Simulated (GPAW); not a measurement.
Runs of GPAW 26.7.0 on TiTe2. It takes space group P-3m1 (No. 164, trigonal). Conventional cell: a = 3.777 Å, b = 3.777 Å, c = 6.498 Å, α = 90.00°, β = 90.00°, γ = 120.00°. Te (site symmetry 3m) is surrounded by 3 Ti at 2.77 Å. Around Ti (site symmetry -3m) lie 6 Te at 2.77 Å. 

| task | level | potentials or basis | cell | k mesh | cutoff (eV) | maxiter | optimizer | fmax | max steps | convergence | gap on the mesh (eV) | pressure (GPa) | relaxed volume (Å³/atom) | largest force (eV/Å) |
| --- | --- | --- | --- | --- | --- | --- | --- | --- | --- | --- | --- | --- | --- | --- |
| relaxation of cell and atoms | PBEsol+D4 | PAW data sets generated in the run's folder for this functional, pw | relaxed | 7 × 7 × 4 | 600 | 150 | BFGS | 0.02 eV/Å | 60 | density=1e-05 forces=0.0001 | none | -0.1 | 24.34 | 0.01 |
| relaxation of cell and atoms | PBEsol+D3(BJ) | PAW data sets generated in the run's folder for this functional, pw | relaxed | 7 × 7 × 4 | 600 | 150 | BFGS | 0.02 eV/Å | 60 | density=1e-05 forces=0.0001 | none | 0.0 | 23.33 | 0.01 |
| relaxation of cell and atoms | PBEsol+D3 | PAW data sets generated in the run's folder for this functional, pw | relaxed | 7 × 7 × 4 | 600 | 150 | BFGS | 0.02 eV/Å | 60 | density=1e-05 forces=0.0001 | none | 0.0 | 24.41 | - |
| relaxation of cell and atoms | BLYP+D3(BJ) | PAW data sets generated in the run's folder for this functional, pw | relaxed to -2 GPa | 6 × 6 × 3 | 600 | 150 | FIRE | 0.01 eV/Å | 40 | - | none | -2.0 | - | - |
| single point | PBE | GPAW PAW data sets (gpaw-data 1.2.1), pw | as given | 7 × 7 × 4 | 500 | 120 | - | - | - | default | none | (a) | - | 0.01 |

Alike in all rows: no spin polarisation; smearing fermi-dirac 0.05 eV.

Problem. Estimate the missing entries.

Solution. (a) 0.6.

Caveats: later steps reuse the first step's grids (some runs); the cutoff is short for stress and forces, so pressures can be off by a GPa or more (some runs); this functional lacks dispersion, which binds the layers, so the pressure and a relaxed spacing across them are unreliable (some runs).

A k mesh can miss the band edges, and the runs leave out spin-orbit coupling on Te.

A gap of «none» marks a metal or a gap under the smearing width.
